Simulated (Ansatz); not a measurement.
# C (Fd-3m) in Ansatz: relaxation of cell and atoms with PBE+D3(BJ)

Aim: the relaxation of cell and atoms of C with PBE+D3(BJ).

Everything below comes from runs of Ansatz 0.2.0. Logs are shortened: lines on timing, memory, paths and dates and some standing lists are left out, and cuts for length are marked.

### 1 The crystal as given

It takes space group Fd-3m (No. 227, cubic). The conventional cell has a = 3.567 Å, b = 3.567 Å, c = 3.567 Å, α = 90.00°, β = 90.00°, γ = 90.00°. C (site symmetry -43m) is surrounded by 4 C at 1.54 Å.

This isn't the form of C at room conditions, which is graphite.

### 2 Relaxation of cell and atoms, PBE+D3(BJ)

input.yaml

```yaml
crystal:
  lattice:
    - [0.0, 1.78337, 1.78337]
    - [1.78337, 0.0, 1.78337]
    - [1.78337, 1.78337, 0.0]
  atoms:
    - { symbol: C, position: [0.75, 0.75, 0.75] }
    - { symbol: C, position: [0.5, 0.5, 0.5] }
kpoints:
  mp_grid: { grid: [13, 13, 13] }
scf:
  occupations: { method: fermi_dirac, width: 0.05 }
hamiltonian:
  xc: pbe
  dispersion: d3bj
  pseudopotentials: { kind: all_electron, lapw: { basis_error: 0.001 } }
output:
  forces: true
  stress: true
relax:
  f_tol: 0.005
  max_steps: 60
  cell: {}
```

Potentials or basis: all-electron LAPW, scalar-relativistic.

Started as:

```bash
$ ansatz run input.yaml --threads 1 --pin off --max-ram 3072MiB --backend cpu --events-out ev --progress --plain --runs-dir out
```

Standard output:

```text
Warning: RAYON_NUM_THREADS=1 ignored (pool sized by the plan → 1); use --threads N
The last accepted step is kept in <dir> (removed where the run ends without a failure and the disk answers)
LAPW: plane waves up to 11.172 Å⁻¹, error target 1.0e-3 eV per atom; small_component_spin mean_spin; C in spheres of 0.749 Å, 6 of its electrons in bands, Dirac shells [] (how accurate: hamiltonian.pseudopotentials.lapw.basis_error, Limitations)
Engine: ansatz 0.2.0, aarch64-unknown-linux-gnu
Pseudopotentials: kind: all_electron
Pseudopotential: C, LAPW, valence charge 6, lapw/all_electron/scalar/gaussian/C, Koelling and Harmon's equation, gaussian nucleus
Functional definition: PBE
  parameter kappa = 0.804
  parameter beta = 0.06672455060314922
  exchange = pbe_x(kappa = kappa, mu = beta*pi^2/3)
  correlation = pbe_c(beta = beta)
Crystal: 2 atoms, lattice volume = 11.344 Å³
Basis set: ecut = 475.52287301653826 eV, 283 PW (Γ), exchange–correlation at level 2
Bands: 10, of which v1, the nominal top of the filled ones, is band 6 counted from 1 (5 counted from 0)
Symmetry: 48 space group operations
Space group: Fd-3m (ITA 227), of the structure as read, at distance tolerance 2.2e-5 Å
k-points: 84 of 2197
Non-local potential: C, projectors of the file, none
Initial density: superposition of atomic densities (chi_scale 0.1, normalization cell)
Initial wavefunctions: plane waves of lowest kinetic energy (no species holds an atomic orbital)
Functional: x = pbe(κ = 0.804, μ = 0.2195149727645171), c = pbe(β = 0.06672455060314922)
iter 1 solved again at ethr=1.24e-2 eV; its pass at ethr=1.00e-1 eV (dr2=1.49e0 eV) is discarded
SCF iter   1: F=—  HF=-2074.458948 eV  |F-HF|=—  |Δ(HF+E_count)|=         —  Δρ=1.36e-1  dr2=1.49e0  ethr=1.24e-2  ⟨swp⟩=2.0  Hψ=6203  notcnv=0
preconditioner: auto → none  [insulator: Δε(μ)=4.850 eV  Ē_g=19.621 eV  σ=0.050 eV  W_gap=1.00  n_scr=0 (ndim 8)  ℏωp=31.2 eV  f_vac=0.000  D(μ)=0.00/eV (n_scr^D=0)  ε∞_Penn≈3.5]
SCF iter   2: F=—  HF=-2073.913858 eV  |F-HF|=—  |Δ(HF+E_count)|=   5.45e-1  Δρ=5.42e-2  dr2=2.19e-1  ethr=1.24e-2  ⟨swp⟩=2.8  Hψ=2290  notcnv=0
iter 3 solved again at ethr=6.91e-6 eV; its pass at ethr=1.82e-3 eV (dr2=8.29e-4 eV) is discarded
SCF iter   3: F=—  HF=-2073.849493 eV  |F-HF|=—  |Δ(HF+E_count)|=   6.44e-2  Δρ=4.65e-3  dr2=8.22e-4  ethr=6.91e-6  ⟨swp⟩=2.3  Hψ=4288  notcnv=0
SCF iter   4: F=—  HF=-2073.849932 eV  |F-HF|=—  |Δ(HF+E_count)|=         —  Δρ=3.13e-4  dr2=2.95e-6  ethr=6.85e-6  ⟨swp⟩=2.2  Hψ=1882  notcnv=0
the basis was enlarged: its passes take 66.6 KiB over the memory plan, 1 of 1 planned eigensolver slots
SCF iter   5: F=-2073.849938 eV  HF=-2073.849938 eV  |F-HF|=5.99e-8  |Δ(HF+E_count)|=   6.17e-6  Δρ=3.13e-5  dr2=2.96e-8  ethr=2.46e-8  ⟨swp⟩=3.0  Hψ=2166  notcnv=0
SCF 1 converged in 5 iterations: F = -2073.849938 eV  dr2 = 2.96e-8
relax step   1: F+E_penalty+E_count = -2073.84993808 eV  Δ(F+E_penalty+E_count) = +0.000e0 eV  max|allowed force component| = 1.850e-17 eV/Å  Δτ_max = 0.0000 Å  P = -3.629 GPa  Ω = 11.344 Å³  (5 SCF iters, accepted)
Crystal: 2 atoms, lattice volume = 11.287 Å³
Basis set: ecut = 477.1053550372168 eV, 283 PW (Γ), exchange–correlation at level 2
Initial density: handed on by an earlier stage of this run
[... 11 lines left out ...]
iter 1 solved again at ethr=9.61e-8 eV; its pass at ethr=1.00e-1 eV (dr2=1.15e-5 eV) is discarded
SCF iter   1: F=—  HF=-2073.851018 eV  |F-HF|=—  |Δ(HF+E_count)|=         —  Δρ=4.08e-4  dr2=1.59e-5  ethr=9.61e-8  ⟨swp⟩=4.0  Hψ=4366  notcnv=0
preconditioner: auto → none  [insulator: Δε(μ)=4.171 eV  Ē_g=19.758 eV  σ=0.050 eV  W_gap=1.00  n_scr=0 (ndim 8)  ℏωp=31.3 eV  f_vac=0.000  D(μ)=0.00/eV (n_scr^D=0)  ε∞_Penn≈3.5]
SCF iter   2: F=—  HF=-2073.851012 eV  |F-HF|=—  |Δ(HF+E_count)|=   5.27e-6  Δρ=1.56e-4  dr2=2.33e-6  ethr=9.61e-8  ⟨swp⟩=2.9  Hψ=1980  notcnv=0
iter 3 solved again at ethr=9.19e-11 eV; its pass at ethr=1.94e-8 eV (dr2=1.10e-8 eV) is discarded
SCF iter   3: F=-2073.851012 eV  HF=-2073.851012 eV  |F-HF|=1.77e-8  |Δ(HF+E_count)|=   4.30e-7  Δρ=1.74e-5  dr2=1.10e-8  ethr=9.19e-11  ⟨swp⟩=2.4  Hψ=3817  notcnv=0
SCF 3 converged in 3 iterations: F = -2073.851012 eV  dr2 = 1.10e-8
relax step   3: F+E_penalty+E_count = -2073.85101206 eV  Δ(F+E_penalty+E_count) = -1.741e-4 eV  max|allowed force component| = 2.174e-16 eV/Å  Δτ_max = 0.0000 Å  P = +0.017 GPa  Ω = 11.249 Å³  (3 SCF iters, accepted)
iter 1 solved again at ethr=9.20e-11 eV; its pass at ethr=1.00e-1 eV (dr2=1.10e-8 eV) is discarded
SCF iter   1: F=—  HF=-2073.851012 eV  |F-HF|=—  |Δ(HF+E_count)|=         —  Δρ=1.74e-5  dr2=1.10e-8  ethr=9.20e-11  ⟨swp⟩=4.7  Hψ=4803  notcnv=0
preconditioner: auto → none  [insulator: Δε(μ)=4.169 eV  Ē_g=19.758 eV  σ=0.050 eV  W_gap=1.00  n_scr=0 (ndim 8)  ℏωp=31.3 eV  f_vac=0.000  D(μ)=0.00/eV (n_scr^D=0)  ε∞_Penn≈3.5]
SCF iter   2: F=-2073.851012 eV  HF=-2073.851012 eV  |F-HF|=5.47e-9  |Δ(HF+E_count)|=   1.90e-8  Δρ=9.24e-6  dr2=3.28e-9  ethr=9.20e-11  ⟨swp⟩=2.0  Hψ=1852  notcnv=0
SCF 4 converged in 2 iterations: F = -2073.851012 eV  dr2 = 3.28e-9
relax step   4: F+E_penalty+E_count = -2073.85101184 eV  Δ(F+E_penalty+E_count) = +2.217e-7 eV  max|allowed force component| = 2.405e-16 eV/Å  Δτ_max = 0.0000 Å  P = +0.017 GPa  Ω = 11.249 Å³  stress off target by 1.66e-2 GPa  SCF on the basis re-selected at this cell (its energy is not comparable with the rows above)  (2 SCF iters)
basis re-selected at this cell: Δ(F+E_penalty+E_count) = +2.217e-7 eV, ΔP = -0.001 GPa vs the last step (what re-selecting the basis moved, after the strain that the cell walked since its last selection, with what the two solves' SCF thresholds leave and, on support functions, any second-order correction that the steps lacked; it is no measure of the basis error at this ecutwfc). This SCF's stress stands 1.66e-2 GPa from its target on what of the cell is left free (relax.cell.stress_tol is 5.00e-2 GPa) and its largest allowed force component is 2.41e-16 eV/Å (relax.f_tol is 5.00e-3 eV/Å): within both
SCF converged after 2 iterations
Free energy (F): -2073.851012 eV
Harris-Foulkes:  -2073.851012 eV  (|F-HF|=5.47e-9)
Internal energy: -2073.851012 eV  (E = F + TS)
E sigma→0 (E₀):  -2073.851012 eV
Fermi energy:    15.844818 eV
--- Per-component energies (eV) ---
  E_band       = -969.860805
  E_kinetic    = 2066.970956
  E_xc         = -295.681979
  E_electrostatic = -3844.754123  (all electrons and nuclei)
  E_disp       = -0.385865  (pairwise vdW)
  E_smearing   = -0.000000  (= −TS)
  E_closure    = 0.000000  (closes the sum)
  E_atoms      = -2055.265647  (free atoms, spherical and without spin; not in F)
  Σ components = -2073.851012   (vs F -2073.851012, Δ=0.00e0)
  Basis errors (estimates in eV, not in F): energy 6.2e-4 per atom: plane waves 6.0e-4 (3.9e-4 summed), levels above the bands 1.4e-80, relativity 9.6e-9, radial functions 1.9e-5, core shells 0.0e0; eigenvalues (radial functions only) 9.8e-7; not estimated: angular momenta, meshes, grids; target (lapw.basis_error) 1.0e-3; muffin-tin radii C 0.747 Å
--- Forces (eV/Å), atoms counted from 1 ---
  atom   1  C      0.00000000     0.00000000     0.00000000
  atom   2  C     -0.00000000    -0.00000000    -0.00000000
  max |Σ_I F_I| component: 4.86e-17 eV/Å
--- Stress (GPa, compression-positive) ---
        0.016553       0.000000       0.000000
        0.000000       0.016553      -0.000000
        0.000000      -0.000000       0.016553
  P = ⅓ Tr σ = 0.0166 GPa (0.166 kbar)
--- Relaxed structure (3 steps of the walk, 3 accepted, 1 SCFs on fresh bases) ---
  F+E_penalty+E_count = -2073.85101184 eV   max|allowed force component| = 2.405e-16 eV/Å   (the final SCF, on the basis selected at the relaxed cell)
  cell:  # Å, volume = 11.2491 Å³
    - [1.1464587074015077e-34, 1.7784006644405892, 1.7784006644405892]
    - [1.7784006644405892, 5.732293537007537e-35, 1.7784006644405892]
    - [1.7784006644405892, 1.7784006644405892, 1.2101508578127026e-34]
  atoms:
    - { symbol: C, position: [0.75, 0.75, 0.75] }
    - { symbol: C, position: [0.49999999999999994, 0.49999999999999994, 0.49999999999999994] }
```

Wall time 11 s (1 thread of Arm Neoverse V1, shared host); peak memory 0.26 GiB.

Results:

* Free energy: -2073.8510 eV
* Relaxed volume: 5.62 Å³/atom
* Relaxed cell: a = 2.515 Å, b = 2.515 Å, c = 2.515 Å, α = 60.00°, β = 60.00°, γ = 60.00°
* Space group after relaxing (to 0.05 Å): Fd-3m (No. 227)
* Energy gained by relaxing: 0.5 meV/atom
* Ionic steps: 4
* Pressure after relaxing: 0.0 GPa
* Band gap on the k mesh: 4.17 eV

The path:
| step | energy change (eV) | largest force (eV/Å) | volume (Å³) |
| --- | --- | --- | --- |
| 1 | 0.0000 | 0.0000 | 11.34 |
| 2 | -0.0009 | 0.0000 | 11.29 |
| 3 | -0.0011 | 0.0000 | 11.25 |
| 4 | -0.0011 | 0.0000 | 11.25 |

Final structure:
```xyz
2
Lattice="0.0000 1.7784 1.7784 1.7784 0.0000 1.7784 1.7784 1.7784 0.0000" Properties=species:S:1:pos:R:3 pbc="T T T"
C     2.6676    2.6676    2.6676
C     1.7784    1.7784    1.7784
```

Caveat: an odd mesh through Γ misses points on the zone boundary, where band edges often lie.

### 3 Against experiment

Step 2. The cell as given is a measured one (5.67 Å³/atom); PBE+D3(BJ) puts the equilibrium volume -0.8 % from it, thermal expansion not counted.
